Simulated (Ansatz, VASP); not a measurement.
One calculation of YN, two programs

Contents of INCAR:

```
ALGO = Normal
EDIFF = 1E-7
ENCUT = 520
GGA = PE
ISIF = 2
ISMEAR = -1
LASPH = True
LCHARG = True
LELF = True
LREAL = False
LVHAR = True
LWAVE = False
NBANDS = 15
NELM = 100
PREC = Accurate
SIGMA = 0.05
```

Contents of KPOINTS:

```
k-points
0
Gamma
  9 9 9
```

POSCAR

```
YN
1.0
    0.0000000000      2.4385000000      2.4385000000
    2.4385000000      0.0000000000      2.4385000000
    2.4385000000      2.4385000000      0.0000000000
Y N
1 1
Direct
    0.0000000000      0.0000000000      0.0000000000
    0.5000000000      0.5000000000      0.5000000000
```

File input.yaml:

```yaml
crystal:
  lattice:
    - [0.0, 2.4385, 2.4385]
    - [2.4385, 0.0, 2.4385]
    - [2.4385, 2.4385, 0.0]
  atoms:
    - { symbol: "Y", position: [0.0, 0.0, 0.0] }
    - { symbol: "N", position: [0.5, 0.5, 0.5] }
hamiltonian:
  xc: pbe
  pseudopotentials: { kind: paw }
kpoints:
  mp_grid: { grid: [9, 9, 9] }
scf:
  occupations: { method: fermi_dirac, width: 0.05 }
output:
  forces: true
  stress: true
  eigenvalues: true
```

Alike in both runs: task single point; functional PBE; k mesh 9 × 9 × 9; occupations fermi-dirac, width 0.05 eV; no spin polarisation.

|  | VASP | Ansatz |
| --- | --- | --- |
| version | VASP 6.6.1 | Ansatz 0.2.0 |
| potentials or method | VASP PAW PBE potentials, release 64 (Y_sv, N) | Ansatz PAW |
| plane-wave cutoff (eV) | 520 | 420 |
| valence electrons in the cell | 16 | 16 |

Ansatz gave:

```
gap on the k mesh at the Fermi level (eV) : 0.24
least direct gap on the mesh (eV)         : 0.64
pressure (GPa)                            : 3.0
```

Problem. Estimate VASP's values.

Solution. gap on the k mesh at the Fermi level (eV): 0.24; least direct gap on the mesh (eV): 0.64; pressure (GPa): 2.8.

Caveats: an odd mesh through Γ misses points on the zone boundary, where band edges often lie (VASP); odd divisions of the mesh miss points on the zone boundary, where band edges often lie, so the gap on the mesh can be too wide (Ansatz). As with any semilocal functional, this PBE gap is likely too small.
